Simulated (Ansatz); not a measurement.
A series in volume per atom on Ir

Results calculated with Ansatz 0.2.0, not measured. Periodic Kohn-Sham DFT of a crystal at fixed atoms; pressure and stress are positive in compression; the energy is the free energy less that of spherical unpolarised free atoms; site moments are those in the method's own spheres, positive along +z.

Cell of the first row (space group P6_3/mmc, No. 194):
```
CELL_PARAMETERS angstrom
2.69290 0.00000 0.00000
-1.34650 2.33210 0.00000
0.00000 0.00000 4.36160
ATOMIC_POSITIONS crystal
Ir 0.33333 0.66667 0.25000
Ir 0.66667 0.33333 0.75000
```

Settings of every row: method all-electron LAPW; functional PBE; relativity scalar; k mesh 15x15x8; filling fermi-dirac; smearing width 0.03 eV; basis error target 1 meV/atom; nucleus gaussian.

Atom start moment: 0 on all atoms.

Limits: no spin-orbit coupling on heavy atoms; the cell comes from a prototype or a list of computed structures and needn't be the stable phase.

```csv
row,volume per atom (Å³),energy less free atoms (eV/atom),pressure (GPa)
1,13.696,-9.1023,24.578
2,14.126,?,?
3,14.562,-9.1646,-0.047
4,14.999,-9.1512,-9.438
5,15.436,-9.1145,-17.258
```

Question: what energy less free atoms and pressure should row 2 give?

Worked fit of energy less free atoms. Take u = (V_r/V)^(2/3) − 1 with V_r = 14.78 Å³ an atom, which is twice the finite (Eulerian) strain; such expansions in the strain, on which the Birch-Murnaghan equation of state is built, carry the rest volume and the bulk modulus. The shown rows have u = 0.05209, 0.00996, -0.00976, -0.02854. Least squares give energy less free atoms = −9.16122 − 0.6601 × u + 34.374 × u² eV/atom; a straight line predicts inner rows, each left out in turn, worse (root mean square 0.034 against 0.00062 eV/atom). The rows lie off it by 0.0000, -0.0002, 0.0003, -0.0001. Its lowest point lies at u = 0.0096, or V = 14.57 Å³ an atom, and the curvature there gives the bulk modulus at fixed shape and fractions, B = (4/9)(1 + u)² E″(u)/V = 342 GPa. Letting shape and atoms relax would as a rule lower it, by much in layered, chain or molecular crystals. The withheld row has u = 0.03063, so the fit gives −9.16122 − 0.6601 × (0.03063) + 34.374 × (0.03063)² = -9.1492 eV/atom.

The calculation gave -9.1498 eV/atom. The fit lies 0.0006 eV/atom (0.96 % of the column's range) above it; its largest miss of a shown row is 0.0003 eV/atom.

Worked fit of pressure. Take u = (V_r/V)^(2/3) − 1 with V_r = 14.78 Å³ an atom, which is twice the finite (Eulerian) strain; such expansions in the strain, on which the Birch-Murnaghan equation of state is built, carry the rest volume and the bulk modulus. The shown rows have u = 0.05209, 0.00996, -0.00976, -0.02854. Least squares give pressure = −4.9597 + 478.78 × u + 1693.27 × u² GPa; a straight line predicts inner rows, each left out in turn, worse (root mean square 1.7 against 0.068 GPa). The rows lie off it by 0.004, -0.024, 0.033, -0.013 (root mean square 0.022 GPa). The pressure vanishes at u = 0.0100, or V = 14.56 Å³ an atom, and there the bulk modulus at fixed shape and fractions is B = −V dP/dV = (2/3)(1 + u) dP/du = 345 GPa. Letting shape and atoms relax would as a rule lower it, by much in layered, chain or molecular crystals. The withheld row has u = 0.03063, so the fit gives −4.9597 + 478.78 × (0.03063) + 1693.27 × (0.03063)² = 11.294 GPa.

The calculation gave 11.248 GPa. The fit lies 0.046 GPa (0.11 % of the column's range) above it; its largest miss of a shown row is 0.033 GPa.
